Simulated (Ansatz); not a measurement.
Na, DFT, PBE, all-electron LAPW, scalar-relativistic (Ansatz 0.2.0), run on 1 thread of Intel(R) Xeon(R) 6975P-C (Granite Rapids) on a shared host.

The cell is a measured one (Crystallography Open Database entry 9011000); the temperature and pressure of the measurement aren't taken into account, and nothing was relaxed. The listed cell was then made from it by scaling, straining or moving an atom.

Command: `ansatz run input.yaml --threads 1 --pin off --max-ram 3072MiB --backend cpu --events-out ev --progress --plain --runs-dir out`

```yaml
crystal:
  lattice:
    - [3.7919487511, 0.0, 0.0]
    - [-1.8959743756, 3.2839239483, 0.0]
    - [0.0, 0.0, 6.1947561546]
  atoms:
    - { symbol: Na, position: [0.3333333333, 0.6666666667, 0.25] }
    - { symbol: Na, position: [0.6666666667, 0.3333333333, 0.75] }
kpoints:
  mp_grid: { grid: [13, 13, 7] }
  band_path:
    path:
      - [0.0, 0.0, 0.0]
      - [0.5, 0.0, 0.0]
      - [0.3333333333, 0.3333333333, 0.0]
      - [0.0, 0.0, 0.0]
      - [0.0, 0.0, 0.5]
      - [0.5, 0.0, 0.5]
      - [0.3333333333, 0.3333333333, 0.5]
      - [0.0, 0.0, 0.5]
      - [0.5, 0.0, 0.5]
    npoints: 5
scf:
  occupations: { method: fermi_dirac, width: 0.05 }
hamiltonian:
  xc: pbe
  pseudopotentials: { kind: all_electron, lapw: { basis_error: 0.00025 } }
output:
  forces: true
  stress: true
  eigenvalues: true
```

(1) How large is the problem that the program sets up?

(2) Estimate the wall time and the peak memory.

## Answers

(1) 84 irreducible k-points, 135 plane waves at Γ, 13 bands.

(2) 4 s of wall time for 7 SCF iterations, with a peak of 0.28 GiB. Times on shared machines scatter by tens of per cent.
